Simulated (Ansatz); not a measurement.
# HfS2 (P-3m1): cell relaxations under several functionals from a Python script

Aim: cell relaxations under several functionals, for HfS2 (P-3m1), run from a script.

Program: Ansatz 0.2.0, driven from Python. The levels of theory stand in the script. These are calculated values, not measurements.

**1. The structure**

Symmetry: P-3m1, No. 164, trigonal system. Conventional cell: a = 3.640 Å, b = 3.640 Å, c = 6.056 Å, α = 90.00°, β = 90.00°, γ = 120.00°. Hf (site symmetry -3m) is surrounded by 6 S at 2.54 Å. S (site symmetry 3m) is surrounded by 3 Hf at 2.54 Å.

The script holds or builds the structure itself.

**2. The script**

The input, lattice_hfs2.py:

```python
# -*- coding: utf-8 -*-
"""Relaxed cell of HfS2 under several functionals."""

import warnings

import ansatz as az
import numpy as np
from pymatgen.core import Lattice, Structure
from pymatgen.io.ase import AseAtomsAdaptor

def edges_and_angles(cell):
    cell = np.asarray(cell)
    a, b, c = np.linalg.norm(cell, axis=1)
    cosines = cell[1] @ cell[2] / (b * c), cell[0] @ cell[2] / (a * c), cell[0] @ cell[1] / (a * b)
    return (a, b, c, *np.degrees(np.arccos(cosines)))

warnings.simplefilter("ignore", az.DeckWarning)

pmg_structure = Structure(
    Lattice([(3.63966418, 0.0, 0.0), (-1.81983209, 3.15204164, 0.0), (0.0, 0.0, 6.05556247)]),
    ["Hf", "S", "S"],
    [
        (0.0, 0.0, 0.0),
        (2 / 3, 1 / 3, 0.76395205),
        (1 / 3, 2 / 3, 0.23604795),
    ],
)
structure = az.Crystal.from_ase(AseAtomsAdaptor.get_atoms(pmg_structure))

calculation = (
    structure.calculation()
    .kpoints(12, 12, 4)
    .basis(38 * az.Ry)
    .occupations("fixed")
    .relax(cell=True, force_tolerance=0.005, max_steps=40)
)

levels = [("r2scan", "d4"), ("lda", "none"), ("pbesol", "none"), ("pbe", "d3bj")]
print("level            a       b       c    alpha   beta  gamma  V/atom  steps")
for name, dispersion in levels:
    seen = []
    run = calculation.functional(name, dispersion=dispersion).session().plan()
    result = run.execute(on_event=lambda e: seen.append(e) if e["event"] == "relax_step" else None)
    cell = result.lattice.cell_ang
    label = name if dispersion == "none" else f"{name}+{dispersion}"
    print("{:13s} {:7.4f} {:7.4f} {:7.4f} {:6.2f} {:6.2f} {:6.2f}".format(label, *edges_and_angles(cell)), f"{abs(np.linalg.det(cell)) / len(result.lattice.sites):7.3f} {len(seen):5d}")
```

**3. The calls as engine input**

The package turns the script's settings into the engine's input (first run):

```yaml
crystal:
  lattice:
    - [3.63966418, 0.0, 0.0]
    - [-1.81983209, 3.15204164, 0.0]
    - [0.0, 0.0, 6.05556247]
  atoms:
    - { symbol: Hf, position: [0.0, 0.0, 0.0] }
    - { symbol: S, position: [0.6666666666666666, 0.3333333333333333, 0.76395205] }
    - { symbol: S, position: [0.3333333333333333, 0.6666666666666666, 0.23604795] }
basis:
  ecutwfc: 517.016338673772
kpoints:
  mp_grid:
    grid: [12, 12, 4]
hamiltonian:
  xc: r2scan
  dispersion: d4
scf:
  occupations:
    method: fixed
relax:
  f_tol: 0.005
  max_steps: 40
  cell: {}
```

**4. The run**

The run is started by

```console
$ python lattice_hfs2.py
```

What it wrote:

```text
level            a       b       c    alpha   beta  gamma  V/atom  steps
r2scan+d4      3.6373  3.6373  5.9664  90.00  90.00 120.00  22.787     6
lda            3.5561  3.5561  5.6842  90.00  90.00 120.00  20.750     7
pbesol         3.5923  3.5923  5.9463  90.00  90.00 120.00  22.151     7
pbe+d3bj       3.6059  3.6059  5.7700  90.00  90.00 120.00  21.657     8
```

It took 7.3 min on 1 thread of Arm Neoverse N1, shared host; peak memory 0.69 GiB.

**5. The runs side by side**

One row for each of the 4 runs:

| run | functional | dispersion | energy (eV/atom) | final volume (Å³/atom) | pressure (GPa) | gap on the mesh (eV) | SCF cycles in all | CPU time (s) |
| --- | --- | --- | --- | --- | --- | --- | --- | --- |
| 1 | r2scan | d4 | -5850.1316 | 22.79 | 0.00 | 1.43 | 42 | 140 |
| 2 | lda | none | -5740.2284 | 20.75 | -0.02 | 0.58 | 46 | 87 |
| 3 | pbesol | none | -5790.8588 | 22.15 | 0.00 | 0.93 | 50 | 95 |
| 4 | pbe | d3bj | -5843.7220 | 21.66 | -0.01 | 0.85 | 59 | 110 |

Totals under unlike functionals or potentials can't be compared directly.

**6. The relaxation of run 1, step by step**

The steps of the relaxation:

| step | E - E(step 1) (eV/cell) | largest force component (eV/Å) | pressure (GPa) | volume (Å³) |
| --- | --- | --- | --- | --- |
| 1 | 0.0000 | 0.0727 | 0.07 | 69.47 |
| 2 | 0.0004 | 0.1352 | -0.29 | 68.26 |
| 3 | -0.0012 | 0.0079 | -0.09 | 69.05 |
| 4 | -0.0018 | 0.0150 | -0.06 | 68.46 |
| 5 | -0.0019 | 0.0002 | 0.00 | 68.36 |
| 6 | -0.0018 | 0.0003 | 0.00 | 68.36 |

Step 1 is the start. Step 6 repeats the geometry before it on a plane-wave basis chosen anew for that cell, so its energy need not be comparable with the rows above. Step 2 was tried and not accepted.

|  | before | after | change |
| --- | --- | --- | --- |
| a (Å) | 3.640 | 3.637 | -0.1 % |
| b (Å) | 3.640 | 3.637 | -0.1 % |
| c (Å) | 6.056 | 5.966 | -1.5 % |
| volume (Å³/atom) | 23.16 | 22.79 | -1.6 % |
| shortest distance (Å) | 2.541 | 2.543 | +0.1 % |
| space group (0.01 Å) | P-3m1 | P-3m1 | same |

Forces and stress were held to the start's 12 operations: a distortion of lower symmetry was not tested.

**7. Path of the relaxation of run 4**

Step by step:

```csv
step,energy from step 1 (eV/cell),largest force component (eV/Å),pressure (GPa),volume (Å³)
1,0.0000,0.2295,-0.52,69.47
2,0.0088,0.4967,-0.53,63.64
3,-0.0207,0.0390,-0.49,67.23
4,-0.0282,0.0221,-0.04,65.12
5,-0.0286,0.0056,-0.09,65.04
6,-0.0285,0.0246,0.16,64.89
7,-0.0286,0.0005,-0.01,64.97
8,-0.0284,0.0005,-0.01,64.97
```

Step 1 is the start. Step 8 repeats the geometry before it on a plane-wave basis chosen anew for that cell, so its energy need not be comparable with the rows above. Steps 2, 6 were tried and not accepted.

|  | before | after | change |
| --- | --- | --- | --- |
| a (Å) | 3.640 | 3.606 | -0.9 % |
| b (Å) | 3.640 | 3.606 | -0.9 % |
| c (Å) | 6.056 | 5.770 | -4.7 % |
| volume (Å³/atom) | 23.16 | 21.66 | -6.5 % |
| shortest distance (Å) | 2.541 | 2.541 | 0.0 % |
| space group (0.01 Å) | P-3m1 | P-3m1 | same |

The run keeps the 12 symmetry operations of the start, so it could not have lowered the symmetry.

**8. Results**

```
       quantity                                     value
  runs compared                                         4
 relaxed volume  20.75 (lda) to 22.79 Å³/atom (r2scan d4)
gap on the mesh            0.58 (lda) to 1.43 eV (r2scan)
```

In words: From smallest to largest: LDA (20.75 Å³ an atom, -10.4 % against the start), PBE+D3BJ (21.66 Å³ an atom, -6.5 % against the start), PBEsol (22.15 Å³ an atom, -4.3 % against the start) and r2SCAN+D4 (22.79 Å³ an atom, -1.6 % against the start). The spread is 9.8 % in volume. In run 1, over 3 moves the cell shrank by 1.6 % in volume, and the space group stayed P-3m1. In run 4, over 4 moves the cell shrank by 6.5 % in volume, and the space group stayed P-3m1. Caveats:
- The run is spin-unpolarised.
- Spin-orbit coupling, which matters for elements this heavy, is left out.
- This cell is a computed structure, which may not be the phase found in nature.
